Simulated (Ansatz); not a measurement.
Equilibrium properties in the diamond structure, computed with PBE in Ansatz (plane waves, PAW datasets (generated hard set); cutoff 700 eV), no spin polarisation, no spin–orbit coupling, Fermi–Dirac smearing of 0.061 eV, k-spacing 0.11 to 0.12 Å⁻¹:

```
crystal  a₀ (Å)  V₀ (Å³/atom)  B₀ (GPa)
     Mn   4.951         15.17       146
     Co   4.920         14.89       132
     Se   6.333         31.74        39
     Rb  10.418        141.32       1.0
     Nb   5.908         25.77        67
     Ru   5.455         20.29       163
```

Q: Give the same for Cu, Br, Rh.

A: 
```json
{"crystal": "Cu", "a₀ (Å)": "5.353", "V₀ (Å³/atom)": "19.18", "B₀ (GPa)": "55"}
{"crystal": "Br", "a₀ (Å)": "7.010", "V₀ (Å³/atom)": "43.07", "B₀ (GPa)": "15.0"}
{"crystal": "Rh", "a₀ (Å)": "5.514", "V₀ (Å³/atom)": "20.95", "B₀ (GPa)": "128"}
```

Model structures, not the usual forms at ambient conditions (metastable or hypothetical): Mn, Co, Cu, Se, Br, Rb, Nb, Ru, Rh. Spin polarisation is left out, and a magnetic state may lie lower for Mn, Co, Br.
